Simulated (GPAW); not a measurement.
Here is a GPAW 26.7.0 calculation.

Contents of run.py:

```python
import numpy as np
from ase.io import read
from ase.units import Bohr, Ha
from gpaw import GPAW, PW, setup_paths
from gpaw.hybrids.energy import non_self_consistent_energy
from gpaw.xc.rpa import RPACorrelation

setup_paths.insert(0, '.')

atoms = read('W.cif')

for x in [1.0]:
    ecuts = np.array([160.0, 200.0, 250])
    a = atoms.copy()
    a.set_cell(atoms.cell * x**(1 / 3), scale_atoms=True)
    calc = GPAW(mode=PW(450),
                xc='PBE',
                kpts={'size': (5, 5, 5), 'gamma': True},
                occupations={'name': 'fermi-dirac', 'width': 0.05},
                nbands=16,
                convergence={'density': 1e-06},
                maxiter=150,
                txt=f'gs-{x:.2f}.txt')
    a.calc = calc
    dft = a.get_potential_energy(force_consistent=True)
    calc.write(f'gs-{x:.2f}.gpw')
    exx = non_self_consistent_energy(calc, 'EXX').sum()
    calc.diagonalize_full_hamiltonian(nbands=int(a.get_volume() / Bohr**3 * (ecuts[-1] / Ha)**1.5 * 2**0.5 / 3 / np.pi**2 * 1.15) + 30)
    calc.write(f'full-{x:.2f}.gpw', mode='all')
    ec = RPACorrelation(f'full-{x:.2f}.gpw', ecut=ecuts, nfrequencies=12, skip_gamma=True, frequency_scale=2.5, txt=f'rpa-{x:.2f}.txt').calculate()
    slope, ec_inf = np.polyfit(ecuts**-1.5, ec, 1)
    print(f'V = {a.get_volume():.4f} A^3: DFT {dft:.5f}, EXX {exx:.5f}, correlation', *ec.round(5), f'extrapolated {ec_inf:.5f}, total {exx + ec_inf:.5f} eV', flush=True)
```

The input W.cif:

```cif
data_W
_cell_length_a 2.74070194
_cell_length_b 2.74070194
_cell_length_c 2.74070194
_cell_angle_alpha 109.47122063
_cell_angle_beta 109.47122063
_cell_angle_gamma 109.47122063
_space_group_name_H-M_alt 'P1'
_space_group_name_Hall 'P 1'
_space_group_IT_number 1
loop_
_space_group_symop_operation_xyz
'x,y,z'
loop_
_atom_site_label
_atom_site_type_symbol
_atom_site_symmetry_multiplicity
_atom_site_Wyckoff_symbol
_atom_site_fract_x
_atom_site_fract_y
_atom_site_fract_z
_atom_site_occupancy
W1 W 1 a 0.0000000000 0.0000000000 0.0000000000 1
```

Potentials or basis: PAW data sets generated in the run's folder for this functional, pw.

The run is started by

```console
$ gpaw-setup -x -f PBE W
$ OMP_NUM_THREADS=1 python run.py
```

Question: What does it give for the band gap on the k mesh, mean-field level?

Answer: None (metal or under the smearing width).

Caveat: the k mesh is coarse (spacing up to 0.56 Å⁻¹), so the values aren't converged; RPA of a metal hangs on this mesh. The run has no spin-orbit coupling, so splittings on W are missing.
